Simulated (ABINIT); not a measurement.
The system is BaTiO3.

```
Ba Ti O
1.0
     4.00600    0.00000    0.00000
     0.00000    4.00600    0.00000
     0.00000    0.00000    4.00600
Ba Ti O
1 1 3
Direct
  0.50000 0.50000 0.50000
  0.00000 0.00000 0.00000
  0.00000 0.00000 0.50000
  0.00000 0.50000 0.00000
  0.50000 0.00000 0.00000
```

- Program: ABINIT 10.8.3 (patched build)
- Task: single point
- Functional: PBE
- Potentials or basis: JTH PAW PBE v2.0
- Cutoff: 626 eV
- k mesh: 7 × 7 × 7
- Occupations: fermi-dirac, width 0.05 eV
- Spin: no spin polarisation

On this cell: pressure 2.8 GPa; largest force zero by symmetry; band gap on the k mesh 1.82 eV, indirect (least direct gap 1.90 eV).

The same run follows on a disturbed copy (atoms moved at random, drawn with an rms of 0.05 Å):

```xyz
5
Lattice="4.0060 0.0000 0.0000 0.0000 4.0060 0.0000 0.0000 0.0000 4.0060" Properties=species:S:1:pos:R:3 pbc="T T T"
Ba    2.0013    1.9758    2.0281
Ti    0.0003   -0.0082   -0.0438
O     0.0135    0.0306    1.9756
O     0.0010    1.9788    0.0272
O     2.0135   -0.0262    0.0342
```

Task: What changes?

Result: The energy moves by +7.0 meV/atom; pressure 2.8 GPa; largest force 0.735 eV/Å; band gap on the k mesh 1.82 eV, indirect (least direct gap 1.91 eV).

Forces on the atoms (eV/Å):
```
Ba   0.037  0.120 -0.286
Ti  -0.054  0.038  0.242
O   -0.028 -0.288  0.676
O    0.032  0.147 -0.298
O    0.014 -0.017 -0.334
```

Stress tensor (GPa, compression positive):
```
 2.89  0.02  0.02
 0.02  2.92 -0.04
 0.02 -0.04  2.70
```

Caveats: this set's barium file shifts pressures by 1.5 GPa and gaps by 0.1 eV against other sets; spin-orbit coupling is left out, which moves the levels of the heavy elements; an odd mesh through Γ misses points on the zone boundary, where band edges often lie.
